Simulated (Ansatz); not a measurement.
Squeezing Cu (omega type)

```
CELL_PARAMETERS angstrom
4.12996 0.00000 0.00000
-2.06498 3.57665 0.00000
0.00000 0.00000 2.47253
ATOMIC_POSITIONS crystal
Cu 0.00000 0.00000 0.00000
Cu 0.33333 0.66667 0.50000
Cu 0.66667 0.33333 0.50000
```

The cell comes from a relaxation on PAW files under the same functional, begun from a prototype that needn't be the stable phase.

Its volume is scaled, and at each volume shape and atoms are relaxed on PAW files; all methods then take that cell.

All numbers are PBE results (scalar-relativistic) from Ansatz 0.2.0, with a Γ-centred 9×9×12 k mesh, Fermi–Dirac smearing of 0.08 eV, no spin polarisation. Methods: LAPW: all electrons, basis error target 1 meV/atom; PAW: frozen-core files, cutoff 420 eV; crystal datasets: all electrons, by PAW datasets that the program makes for each cell; norm-conserving: pseudopotentials, cutoff 1252 eV; PAW (cutoff 600 eV): frozen-core files, cutoff 600 eV.

Energies are extrapolated to zero smearing and count from the unscaled cell; pressure is positive in compression; gaps take the mesh and a band path. No temperature or zero-point motion is included.

| V/V0 | V (Å³/atom) | P LAPW (GPa) | ΔE LAPW (eV/atom) | P PAW − LAPW (GPa) | ΔE PAW − LAPW (meV/atom) | space group | shortest distance (Å) |
| --- | --- | --- | --- | --- | --- | --- | --- |
| 1.00 | 12.17 | 0.00 | 0.000 | -0.01 | 0.0 | P6/mmm | 2.384 |
| 0.88 | 10.71 | 23.8 | 0.095 | -0.05 | -0.2 | P6/mmm | ? |
| 0.78 | 9.50 | 62.4 | ? | -0.10 | -0.7 | P6/mmm | 2.195 |
| 0.50 | 6.09 | 515.7 | 5.010 | -1.03 | -8.5 | P6/mmm | 1.892 |
| 0.43 | 5.23 | 899.0 | 8.665 | -4.67 | -20.5 | P6/mmm | 1.800 |

Q: Fill in "ΔE LAPW (eV/atom)" for the row "0.78".

A: 0.407.

Q: What belongs in the row "0.88", column "shortest distance (Å)"?

A: 2.285.

Q: Fit the Vinet equation to the LAPW pressures over the whole range, with residuals weighted by 1/(|P| + 0.03·Pmax).

A: V0 = 12.18 Å³/atom, B0 = 129 GPa and B0′ = 5.57, and the fit misses no point by more than 6.5 GPa. A fit over so wide a range pins B0 less well than one near rest.

Q: At the smallest volume, how far do crystal datasets and norm-conserving and PAW (cutoff 600 eV) lie from LAPW in pressure?

A: crystal datasets: +0.01 GPa; norm-conserving: +0.08 GPa; PAW (cutoff 600 eV): -5.17 GPa, on a LAPW pressure of 899.0 GPa.

Q: How do the Löwdin populations by LAPW change from the unscaled cell to the last row?

A: Cu 3s 1.99 → 1.95 electrons an atom. These are projections on the shells that the free atoms fill; 0.45 e a cell lies outside them at the start and 0.48 e at the end.
